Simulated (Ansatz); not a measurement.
# Lattice dynamics of CsPbCl3 (model cell, started as cubic perovskite with Pb in the octahedra)

Aim: the vibrations of CsPbCl3 (model cell, started as cubic perovskite with Pb in the octahedra), their spectra, and whether the structure is stable.

Calculated with Ansatz 0.2.0; DFT PBEsol, scalar-relativistic, plane waves, PAW; PAW set soft_1.

## Step 1: Set-up

Symmetry: Pm-3m, No. 221, cubic system. Conventional cell: a = 5.600 Å, b = 5.600 Å, c = 5.600 Å, α = 90.00°, β = 90.00°, γ = 90.00°. Nearest to Cs lie 12 Cl at 3.96 Å. Nearest to Pb lie 6 Cl at 2.80 Å. Nearest to Cl lie 2 Pb at 2.80 Å and 4 Cs at 3.96 Å. Farther neighbours and most contacts between anions are not listed.

## Step 2: Bringing the structure to rest

The cell and atoms are relaxed, since residual forces and stress would shift the frequencies.

The input, input.yaml:

```yaml
crystal:
  lattice:
    - [5.6, 0.0, 0.0]
    - [0.0, 5.6, 0.0]
    - [0.0, 0.0, 5.6]
  atoms:
    - { symbol: Cs, position: [0.0, 0.0, 0.0] }
    - { symbol: Pb, position: [0.5, 0.5, 0.5] }
    - { symbol: Cl, position: [0.5, 0.5, 0.0] }
    - { symbol: Cl, position: [0.5, 0.0, 0.5] }
    - { symbol: Cl, position: [0.0, 0.5, 0.5] }
kpoints:
  mp_grid: { grid: [6, 6, 6] }
hamiltonian:
  xc: pbesol
  pseudopotentials: { kind: paw, azcp: { folder: soft_1 }, xc_functional: pbe }
scf:
  occupations: { method: gaussian, width: 0.02 }
output:
  forces: true
  stress: true
  eigenvalues: true
relax:
  adjacent_minimum: "off"
  f_tol: 0.005
  max_steps: 80
  cell: { stress_tol: 0.05 }
```

Command:

```console
> ansatz run input.yaml --threads 4 --pin off --max-ram 16384MiB --backend cpu --events-out ev --progress --plain --runs-dir out
```

Numbers of over 12 decimals in the logs are rounded to 6 here.

What it wrote:

```text
Engine: ansatz 0.2.0, x86_64-unknown-linux-gnu
Pseudopotentials: kind: paw
Pseudopotential: Cs, paw, valence charge 9, recommended cutoff 420 eV (normal), soft_1/Cs.paw.azcp
Pseudopotential: Pb, paw, valence charge 14, recommended cutoff 420 eV (normal), soft_1/Pb.paw.azcp
Pseudopotential: Cl, paw, valence charge 7, recommended cutoff 420 eV (normal), soft_1/Cl.paw.azcp
Functional definition: PBEsol
  exchange = pbesol_x
  correlation = pbesol_c
Crystal: 5 atoms, lattice volume = 175.616 Å³
Basis set: ecut = 420 eV, 3407 PW (Γ), exchange–correlation on 80×80×80 points (8 copies of the dense FFT grid, shifted against one another)
Bands: 27, of which v1, the nominal top of the filled ones, is band 22 counted from 1 (21 counted from 0)
Symmetry: 48 space group operations
Space group: Pm-3m (ITA 221), of the structure as read, at distance tolerance 5.6e-5 Å
k-points: 20 of 216
Non-local potential: Cs, projectors of the file, l = 0: 3, l = 1: 2, l = 2: 2, l = 3: 2
Non-local potential: Pb, projectors of the file, l = 0: 2, l = 1: 2, l = 2: 2, l = 3: 1
Non-local potential: Cl, projectors of the file, l = 0: 2, l = 1: 2, l = 2: 1
PAW form: soft (Blöchl's): semilocal exchange-correlation on the pseudo side does not see the compensation charge
PAW frozen core: Cs, regenerated for the run's functional, and the local potential with it (the file was generated under x = pbe(κ = 0.804, μ = 0.219515), c = pbe(β = 0.066725))
PAW frozen core: Pb, regenerated for the run's functional, and the local potential with it (the file was generated under x = pbe(κ = 0.804, μ = 0.219515), c = pbe(β = 0.066725))
PAW frozen core: Cl, regenerated for the run's functional, and the local potential with it (the file was generated under x = pbe(κ = 0.804, μ = 0.219515), c = pbe(β = 0.066725))
PAW one-centre angular grid: Cs, 194 points (default); XC on 64 Gauss nodes
PAW one-centre angular grid: Pb, 590 points (default); XC on 64 Gauss nodes
PAW one-centre angular grid: Cl, 110 points (default); XC on 64 Gauss nodes
Initial density: superposition of atomic densities (chi_scale 0.1, normalization cell, long waves kept (reshape's long-wave potential 0.01 eV rms))
Initial wavefunctions: pseudopotential atomic-orbital guess
Functional: x = pbesol(κ = 0.804, μ = 0.123457), c = pbesol(β = 0.046)
SCF iter   1: F=—  HF=-20534.052531 eV  |F-HF|=—  |Δ(HF+E_count)|=         —  Δρ=2.40e-2  dr2=2.20e0  ethr=3.10e-3  ⟨swp⟩=7.3  Hψ=2807  notcnv=0
preconditioner: auto → Resta (q_TF=auto, 2.166 Å⁻¹)  ε∞=3.1  [insulator: Δε(μ)=1.445 eV  Ē_g=12.648 eV  σ=0.020 eV  W_gap=1.00  n_scr=26 (ndim 8)  ℏωp=18.2 eV  f_vac=0.014  D(μ)=0.00/eV (n_scr^D=0)  ε∞_Penn≈3.1]
SCF iter   2: F=—  HF=-20533.312263 eV  |F-HF|=—  |Δ(HF+E_count)|=   7.40e-1  Δρ=1.09e-2  dr2=6.68e-1  ethr=3.10e-3  ⟨swp⟩=3.8  Hψ=1211  notcnv=0  defer=20
SCF iter   3: F=—  HF=-20532.995014 eV  |F-HF|=—  |Δ(HF+E_count)|=   3.17e-1  Δρ=3.19e-3  dr2=5.13e-2  ethr=1.52e-3  ⟨swp⟩=4.0  Hψ=1306  notcnv=0  defer=20
SCF iter   4: F=—  HF=-20532.977703 eV  |F-HF|=—  |Δ(HF+E_count)|=   1.73e-2  Δρ=1.15e-3  dr2=3.20e-3  ethr=1.17e-4  ⟨swp⟩=4.3  Hψ=1105  notcnv=0  defer=20
SCF iter   5: F=—  HF=-20532.978840 eV  |F-HF|=—  |Δ(HF+E_count)|=   1.14e-3  Δρ=1.94e-4  dr2=7.09e-5  ethr=7.27e-6  ⟨swp⟩=2.9  Hψ=918  notcnv=0  defer=20
SCF iter   6: F=—  HF=-20532.978981 eV  |F-HF|=—  |Δ(HF+E_count)|=   1.40e-4  Δρ=2.46e-5  dr2=1.03e-6  ethr=1.61e-7  ⟨swp⟩=2.0  Hψ=959  notcnv=0  defer=20
SCF iter   7: F=-20532.978983 eV  HF=-20532.978983 eV  |F-HF|=5.10e-9  |Δ(HF+E_count)|=   2.17e-6  Δρ=3.68e-6  dr2=1.65e-8  ethr=2.27e-10  ⟨swp⟩=14.6  Hψ=3593  notcnv=0
SCF 1 converged in 7 iterations: F = -20532.978983 eV  dr2 = 1.65e-8
  greatest PAW one-centre occupation: 0.983 electrons in one spin orbital (limit 2), on the Pb atom at site 1 (counted from 0), in its partial waves of l = 2
relax step   1: F+E_penalty+E_count = -20532.97898290 eV  Δ(F+E_penalty+E_count) = +0.000e0 eV  max|allowed force component| = 6.484e-28 eV/Å  Δτ_max = 0.0000 Å  P = +0.257 GPa  Ω = 175.616 Å³  (7 SCF iters, dr2 threshold 1.00e-7 eV, accepted)
Crystal: 5 atoms, lattice volume = 176.769 Å³
Initial density: handed on by an earlier stage of this run
Initial wavefunctions: those handed on with the density
iter 1 solved again at ethr=5.90e-7 eV; its pass at ethr=3.10e-3 eV (dr2=2.60e-4 eV) is discarded
SCF iter   1: F=—  HF=-20532.980175 eV  |F-HF|=—  |Δ(HF+E_count)|=         —  Δρ=1.60e-4  dr2=1.15e-4  ethr=5.90e-7  ⟨swp⟩=3.0  Hψ=3233  notcnv=0
preconditioner: auto → Resta (q_TF=auto, 2.164 Å⁻¹)  ε∞=2.9  [insulator: Δε(μ)=1.831 eV  Ē_g=13.130 eV  σ=0.020 eV  W_gap=1.00  n_scr=26 (ndim 8)  ℏωp=18.1 eV  f_vac=0.061  D(μ)=0.00/eV (n_scr^D=0)  ε∞_Penn≈2.9]
SCF iter   2: F=—  HF=-20532.980174 eV  |F-HF|=—  |Δ(HF+E_count)|=   9.47e-7  Δρ=8.26e-5  dr2=2.48e-5  ethr=2.60e-7  ⟨swp⟩=2.1  Hψ=721  notcnv=0
SCF iter   3: F=—  HF=-20532.980166 eV  |F-HF|=—  |Δ(HF+E_count)|=   8.50e-6  Δρ=2.83e-5  dr2=3.45e-6  ethr=5.64e-8  ⟨swp⟩=2.4  Hψ=727  notcnv=0
SCF iter   4: F=-20532.980165 eV  HF=-20532.980165 eV  |F-HF|=2.94e-8  |Δ(HF+E_count)|=   5.32e-7  Δρ=6.87e-6  dr2=1.27e-7  ethr=3.76e-10  ⟨swp⟩=6.2  Hψ=3031  notcnv=0
SCF 2 converged in 4 iterations: F = -20532.980165 eV  dr2 = 1.27e-7
  greatest PAW one-centre occupation: 0.982 electrons in one spin orbital (limit 2), on the Pb atom at site 1 (counted from 0), in its partial waves of l = 2
relax step   2: F+E_penalty+E_count = -20532.98016515 eV  Δ(F+E_penalty+E_count) = -1.182e-3 eV  max|allowed force component| = 2.176e-28 eV/Å  Δτ_max = 0.0000 Å  P = +0.088 GPa  Ω = 176.769 Å³  energy of the carried Pulay correction = -5.554e-5 eV  (4 SCF iters, dr2 threshold 1.65e-7 eV, accepted)
Crystal: 5 atoms, lattice volume = 177.372 Å³
Basis set: ecut = 420 eV, 3431 PW (Γ), exchange–correlation on 80×80×80 points (8 copies of the dense FFT grid, shifted against one another)
iter 1 solved again at ethr=1.78e-7 eV; its pass at ethr=3.10e-3 eV (dr2=7.81e-5 eV) is discarded
SCF iter   1: F=—  HF=-20532.980286 eV  |F-HF|=—  |Δ(HF+E_count)|=         —  Δρ=8.17e-5  dr2=3.06e-5  ethr=1.78e-7  ⟨swp⟩=3.0  Hψ=3158  notcnv=0
preconditioner: auto → Resta (q_TF=auto, 2.163 Å⁻¹)  ε∞=2.9  [insulator: Δε(μ)=1.845 eV  Ē_g=13.120 eV  σ=0.020 eV  W_gap=1.00  n_scr=26 (ndim 8)  ℏωp=18.1 eV  f_vac=0.061  D(μ)=0.00/eV (n_scr^D=0)  ε∞_Penn≈2.9]
SCF iter   2: F=—  HF=-20532.980312 eV  |F-HF|=—  |Δ(HF+E_count)|=   2.60e-5  Δρ=4.32e-5  dr2=7.14e-6  ethr=6.96e-8  ⟨swp⟩=2.1  Hψ=718  notcnv=0
SCF iter   3: F=—  HF=-20532.980306 eV  |F-HF|=—  |Δ(HF+E_count)|=   6.09e-6  Δρ=1.49e-5  dr2=1.00e-6  ethr=1.62e-8  ⟨swp⟩=2.4  Hψ=733  notcnv=0
SCF iter   4: F=—  HF=-20532.980306 eV  |F-HF|=—  |Δ(HF+E_count)|=   8.21e-8  Δρ=3.52e-6  dr2=3.24e-8  ethr=2.28e-9  ⟨swp⟩=2.0  Hψ=766  notcnv=0
SCF iter   5: F=-20532.980306 eV  HF=-20532.980306 eV  |F-HF|=3.71e-10  |Δ(HF+E_count)|=   1.85e-8  Δρ=3.55e-7  dr2=1.83e-10  ethr=4.37e-11  ⟨swp⟩=6.9  Hψ=2400  notcnv=0
SCF 3 converged in 5 iterations: F = -20532.980306 eV  dr2 = 1.83e-10
relax step   3: F+E_penalty+E_count = -20532.98030552 eV  Δ(F+E_penalty+E_count) = -1.404e-4 eV  max|allowed force component| = 5.296e-29 eV/Å  Δτ_max = 0.0000 Å  P = +0.002 GPa  Ω = 177.372 Å³  energy of the carried Pulay correction = -8.435e-5 eV  (5 SCF iters, dr2 threshold 1.92e-8 eV, accepted)
Initial wavefunctions: pseudopotential atomic-orbital guess (no wavefunctions were taken with the density)
iter 1 solved again at ethr=1.21e-7 eV; its pass at ethr=3.10e-3 eV (dr2=5.32e-5 eV) is discarded
SCF iter   1: F=—  HF=-20532.980347 eV  |F-HF|=—  |Δ(HF+E_count)|=         —  Δρ=9.51e-6  dr2=2.05e-8  ethr=1.21e-7  ⟨swp⟩=4.0  Hψ=4774  notcnv=0
eigensolver tolerance schedule: the retry pair's looser diagonalisation over-reported the residual by 2595.60 of it (diagonalisation noise at 0.11 of the residual, at the tolerance the schedule requests for it); recorded, not acted on — ethr = c·dr2/N_el stays at c = 1.0e-1
preconditioner: auto → Resta (q_TF=auto, 2.163 Å⁻¹)  ε∞=2.9  [insulator: Δε(μ)=1.843 eV  Ē_g=13.119 eV  σ=0.020 eV  W_gap=1.00  n_scr=26 (ndim 8)  ℏωp=18.1 eV  f_vac=0.061  D(μ)=0.00/eV (n_scr^D=0)  ε∞_Penn≈2.9]
SCF iter   2: F=—  HF=-20532.980385 eV  |F-HF|=—  |Δ(HF+E_count)|=   3.88e-5  Δρ=4.75e-6  dr2=4.52e-9  ethr=4.66e-11  ⟨swp⟩=2.9  Hψ=1106  notcnv=0
SCF iter   3: F=—  HF=-20532.980386 eV  |F-HF|=—  |Δ(HF+E_count)|=   4.13e-7  Δρ=7.16e-7  dr2=1.91e-10  ethr=1.03e-11  ⟨swp⟩=2.0  Hψ=950  notcnv=0
SCF iter   4: F=-20532.980386 eV  HF=-20532.980386 eV  |F-HF|=5.82e-11  |Δ(HF+E_count)|=   6.91e-9  Δρ=9.38e-8  dr2=4.47e-12  ethr=1.00e-12  ⟨swp⟩=6.2  Hψ=2367  notcnv=0
SCF 4 converged in 4 iterations: F = -20532.980386 eV  dr2 = 4.47e-12
relax step   4: F+E_penalty+E_count = -20532.98038583 eV  Δ(F+E_penalty+E_count) = -8.031e-5 eV  max|allowed force component| = 3.000e-29 eV/Å  Δτ_max = 0.0000 Å  P = +0.002 GPa  Ω = 177.372 Å³  stress off target by 2.15e-3 GPa  SCF on the basis re-selected at this cell (its energy is not comparable with the rows above)  (4 SCF iters)
basis re-selected at this cell: Δ(F+E_penalty+E_count) = -8.031e-5 eV, ΔP = +0.000 GPa vs the last step (what re-selecting the basis moved, of the pressure what is left beyond the Pulay correction that the steps carried, after the strain that the cell walked since its last selection, with what the two solves' SCF thresholds leave and, on support functions, any second-order correction that the steps lacked; it is no m [...]
SCF converged after 4 iterations
Free energy (F): -20532.980386 eV
Harris-Foulkes:  -20532.980386 eV  (|F-HF|=5.82e-11)
Internal energy: -20532.980386 eV  (E = F + TS)
E sigma→0 (E₀):  -20532.980386 eV
Fermi energy:    4.862171 eV
--- Per-component energies (eV) ---
  E_band       = -238.647187
  E_kinetic    = 892.680683
  E_local      = -2617.030625  (includes V_loc(G=0)·N_el)
  E_nonlocal   = 426.040034
  E_hartree    = 983.294589
  E_xc         = -702.558453
  E_vxc        = -624.687419  (∫ρ·V_xc dr)
  E_paw        = -17141.409877  (= ΣΔE_a)
  E_vpaw       = -282.239349  (= ΣTr[D̂ρ^β])
  E_aug_tail   = 0.000328  (compensation charges beyond the density's cutoff)
  E_ewald      = -2374.438696
  E_core_change = 0.441631  (= ΣΔE_core)
  E_smearing   = -0.000000  (= −TS)
  E_closure    = -0.000000  (closes the sum)
  Σ components = -20532.980386   (vs F -20532.980386, Δ=0.00e0)
--- Forces (eV/Å), atoms counted from 1 ---
  atom   1  Cs     0.00000000    -0.00000000     0.00000000
  atom   2  Pb     0.00000000    -0.00000000     0.00000000
  atom   3  Cl    -0.00000000    -0.00000000    -0.00000000
  atom   4  Cl    -0.00000000    -0.00000000    -0.00000000
  atom   5  Cl    -0.00000000     0.00000000    -0.00000000
  max |Σ_I F_I| component: 3.93e-29 eV/Å
--- Stress (GPa, compression-positive) ---
        0.002148      -0.000000       0.000000
       -0.000000       0.002148       0.000000
        0.000000       0.000000       0.002148
  P = ⅓ Tr σ = 0.0021 GPa (0.021 kbar)
--- Band table (eV; the first three rows and the last of 20) ---
  k-point 0: bands = [... 18 lower, 1.3648, 1.4702, 1.4702, 1.4702, 7.1925, 8.2009, 8.2009, 9.0866, ... 1 higher]
  k-point 1: bands = [... 18 lower, 1.3395, 1.4427, 1.4427, 1.4762, 7.4511, 8.3822, 8.3958, 9.1608, ... 1 higher]
  k-point 2: bands = [... 18 lower, 1.2883, 1.3880, 1.3880, 1.7929, 7.6037, 8.2855, 8.8469, 8.9347, ... 1 higher]
  k-point 19: bands = [... 18 lower, 1.7951, 1.7951, 1.7951, 3.9408, 5.7838, 5.7838, 5.7838, 8.9589, ... 1 higher]
--- Relaxed structure (3 steps of the walk, 3 accepted, 1 SCFs on fresh bases) ---
  F+E_penalty+E_count = -20532.98038583 eV   max|allowed force component| = 3.000e-29 eV/Å   (the final SCF, on the basis selected at the relaxed cell)
  cell:  # Å, volume = 177.3715 Å³
    - [5.618598, 0, 0]
    - [0, 5.618598, 0]
    - [0, 0, 5.618598]
  atoms:
    - { symbol: Cs, position: [0, 0, 0] }
    - { symbol: Pb, position: [0.5, 0.5, 0.5] }
    - { symbol: Cl, position: [0.5, 0.5, 0] }
    - { symbol: Cl, position: [0.5, 0, 0.5] }
    - { symbol: Cl, position: [0, 0.5, 0.5] }
```

Wall time 7.4 s (4 threads of Intel Xeon Platinum 8375C at 2.90GHz (Ice Lake), shared host); peak memory 0.56 GiB; 25 s of CPU time.

Step by step:

```csv
step,energy less that of the first step (eV),largest force component (eV/Å),pressure (GPa),volume (Å³)
1,0.0000,0.0000,0.26,175.62
2,-0.0012,0.0000,0.09,176.77
3,-0.0013,0.0000,0.00,177.37
4*,-0.0014,0.0000,0.00,177.37
```

Relaxation steps marked * repeat the geometry before them on a plane-wave basis chosen anew for their cell, so energy and pressure can jump there.

Forces are held to the 48 operations that the run works with; a distortion that breaks them can't arise in this run.

```csv
"conventional cell, symmetrised",before,after,change
a (Å),5.600,5.619,+0.3 %
b (Å),5.600,5.619,+0.3 %
c (Å),5.600,5.619,+0.3 %
volume (Å³/atom),35.12,35.47,+1.0 %
```

The relaxed structure:

```xyz
5
Lattice="5.6186 0.0000 0.0000 0.0000 5.6186 0.0000 0.0000 0.0000 5.6186" Properties=species:S:1:pos:R:3 pbc="T T T"
Cs    0.0000    0.0000    0.0000
Pb    2.8093    2.8093    2.8093
Cl    2.8093    2.8093    0.0000
Cl    2.8093    0.0000    2.8093
Cl    0.0000    2.8093    2.8093
```

This step gave:

* pressure: 0.002148 GPa
* gap on the k-mesh: 1.843 eV
* volume per atom: 35.47 Å³
* direct gap on mesh: 1.843 eV

In this step the volume went from 35.12 to 35.47 Å³/atom.

## Step 3: Relaxing to small forces for the phonons, k-mesh 6×6×6

Phonons need a cell at rest on their own settings, so the relaxation is repeated with tight tolerances on forces and stress, using the mesh and the filling of the phonon run that follows.

input.yaml, the sections that differ from step 2:

```yaml
crystal:
  lattice:
    - [5.6185982474, 0.0, 0.0]
    - [0.0, 5.6185982474, 0.0]
    - [0.0, 0.0, 5.6185982474]
  atoms:
    - { symbol: Cs, position: [0.0, 0.0, 0.0] }
    - { symbol: Pb, position: [0.5, 0.5, 0.5] }
    - { symbol: Cl, position: [0.5, 0.5, 0.0] }
    - { symbol: Cl, position: [0.5, 0.0, 0.5] }
    - { symbol: Cl, position: [0.0, 0.5, 0.5] }
scf:
  occupations: { method: fixed }
relax:
  adjacent_minimum: "off"
  f_tol: 0.001
  max_steps: 60
  cell: { stress_tol: 0.01 }
# kpoints, hamiltonian, output: as in step 2
```

What it wrote:

```text
[...]
Crystal: 5 atoms, lattice volume = 177.372 Å³
Basis set: ecut = 420 eV, 3431 PW (Γ), exchange–correlation on 80×80×80 points (8 copies of the dense FFT grid, shifted against one another)
Bands: 27, of which v1, the nominal top of the filled ones, is band 22 counted from 1 (21 counted from 0)
Symmetry: 48 space group operations
[...]
k-points: 20 of 216
[...]
--- Relaxed structure (1 steps of the walk, 1 accepted, 1 SCFs on fresh bases) ---
[...]
cell:  # Å, volume = 177.3715 Å³
    - [5.6185982474, 0.0, 0.0]
    - [0.0, 5.6185982474, 0.0]
    - [0.0, 0.0, 5.6185982474]
  atoms:
    - { symbol: Cs, position: [0.0, 0.0, 0.0] }
    - { symbol: Pb, position: [0.5, 0.5, 0.5] }
    - { symbol: Cl, position: [0.5, 0.5, 0.0] }
    - { symbol: Cl, position: [0.5, 0.0, 0.5] }
    - { symbol: Cl, position: [0.0, 0.5, 0.5] }
[key lines of the parts left out:]
SCF converged after 6 iterations
Free energy (F): -20532.980386 eV
Fermi energy:    3.940815 eV
P = ⅓ Tr σ = 0.0021 GPa (0.021 kbar)
```

The job ended after 4 s (4 threads; peak memory 0.55 GiB).

Little changed from the start: no atom moved by 0.005 Å and no cell edge by 0.1 %.

Numbers from this step:

| Item | Value |
| --- | --- |
| pressure | 0.002149 GPa |

The forces vanish by symmetry and the pressure is 0.002 GPa, within the tolerances set. The cell now holds 35.47 Å³/atom.

## Step 4: A first phonon run

The phonons are first tried on the mesh that the gap suggested.

input.yaml: that of step 3 with these lines changed.

```diff
@@ -19,9 +19,6 @@
 output:
-  forces: true
-  stress: true
   eigenvalues: true
-relax:
-  adjacent_minimum: "off"
-  f_tol: 0.001
-  max_steps: 60
-  cell: { stress_tol: 0.01 }
+phonons:
+  method: dfpt
+  dielectric: true
+  rigid_motions: translations
```

What it wrote:

```text
[...]
Crystal: 5 atoms, lattice volume = 177.372 Å³
Basis set: ecut = 420 eV, 3431 PW (Γ), exchange–correlation on 80×80×80 points (8 copies of the dense FFT grid, shifted against one another)
Bands: 27, of which v1, the nominal top of the filled ones, is band 22 counted from 1 (21 counted from 0)
Symmetry: 48 space group operations
k-points: 80 of 216 (irreducible under 2 space group operations, time reversal used)
[...]
optical modes at Γ + LO–TO along q̂ = [1.0000, 0.0000, 0.0000]:
      ω (cm⁻¹)  modes    IR ((D/Å)²/amu)
[...]
optical modes at Γ + LO–TO along q̂ = [0.0000, 1.0000, 0.0000]:
      ω (cm⁻¹)  modes    IR ((D/Å)²/amu)
[...]
optical modes at Γ + LO–TO along q̂ = [0.0000, 0.0000, 1.0000]:
      ω (cm⁻¹)  modes    IR ((D/Å)²/amu)
[...]
51.03      2             0.6706
         54.92      1             0.0538
        135.66      2            22.0980
        231.65      1            12.0941
[key lines of the parts left out:]
SCF converged after 9 iterations
Free energy (F): -20532.980386 eV
Fermi energy:    3.940810 eV
```

Elapsed: 96 s, on 4 threads; peak memory 1.9 GiB; 5.4 min of CPU time.

Numbers from this step:

| Item | Value |
| --- | --- |
| sum-rule residual before enforcement | 1.36e-4 eV/Å² |
| miss of the charge sum rule | 0.005336 e |
| estimated error of the dielectric tensor | 0.03782 |
| estimated error of the Born charges | 0.05121 e |
| point group | m-3m |
| highest optical mode at the zone centre (no LO-TO term) | 135.7 cm⁻¹ |
| lowest optical zone-centre mode | -22 cm⁻¹ |
| mean high-frequency dielectric constant | 4.033 |
| largest Born charge (third of the trace) | 3.949 e |
| top of the zone-centre spectrum with the field | 231.7 cm⁻¹ |

The highest optical mode at Γ without the field comes at 135.7 cm⁻¹, but the log warns of the mesh: “the force constants stand on the 6×6×6 k-mesh, whose period is 11.28 times the interband length at k = (-0.5000, -0.5000, -0.5000), direct gap 1.843 eV, under 14: take them and everything formed from them as unconverged”.

## Step 5: Relaxing to small forces for the phonons, k-mesh 8×8×8

The k mesh is raised to 8×8×8 since a zone-centre run on the first mesh warned that it was too coarse for the force constants, and the cell is relaxed again on it.

input.yaml, the sections that differ from step 4:

```yaml
kpoints:
  mp_grid: { grid: [8, 8, 8] }
output:
  forces: true
  stress: true
  eigenvalues: true
relax:
  adjacent_minimum: "off"
  f_tol: 0.001
  max_steps: 60
  cell: { stress_tol: 0.01 }
# crystal, hamiltonian, scf: as in step 4
# phonons: removed
```

What it wrote:

```text
[...]
Crystal: 5 atoms, lattice volume = 177.372 Å³
Basis set: ecut = 420 eV, 3431 PW (Γ), exchange–correlation on 80×80×80 points (8 copies of the dense FFT grid, shifted against one another)
Bands: 27, of which v1, the nominal top of the filled ones, is band 22 counted from 1 (21 counted from 0)
Symmetry: 48 space group operations
[...]
k-points: 35 of 512
[...]
--- Relaxed structure (1 steps of the walk, 1 accepted, 1 SCFs on fresh bases) ---
[...]
cell:  # Å, volume = 177.3715 Å³
    - [5.6185982474, 0.0, 0.0]
    - [0.0, 5.6185982474, 0.0]
    - [0.0, 0.0, 5.6185982474]
  atoms:
    - { symbol: Cs, position: [0.0, 0.0, 0.0] }
    - { symbol: Pb, position: [0.5, 0.5, 0.5] }
    - { symbol: Cl, position: [0.5, 0.5, 0.0] }
    - { symbol: Cl, position: [0.5, 0.0, 0.5] }
    - { symbol: Cl, position: [0.0, 0.5, 0.5] }
[key lines of the parts left out:]
SCF converged after 6 iterations
Free energy (F): -20532.982114 eV
Fermi energy:    3.940560 eV
P = ⅓ Tr σ = -0.0078 GPa (-0.078 kbar)
```

Elapsed: 4.7 s, on 4 threads; peak memory 0.6 GiB.

Little changed from the start: no atom moved by 0.005 Å and no cell edge by 0.1 %.

Numbers from this step:

- pressure: -0.007771 GPa
- gap on the k-mesh: 1.844 eV
- direct gap on mesh: 1.844 eV

The forces vanish by symmetry and the pressure is -0.008 GPa, within the tolerances set. The cell now holds 35.47 Å³/atom.

(Part 1 of 2 ends here.)

[Logs are printed without paths, hosts, clocks, repeated set-up lines and the standing remarks that a program may print on its own settings, such as how far it seeks lower states.]

[Hosts, paths, dates, database ids (printed as entryN), source tags and the programs' standing remarks are cut or masked in the printed files.]
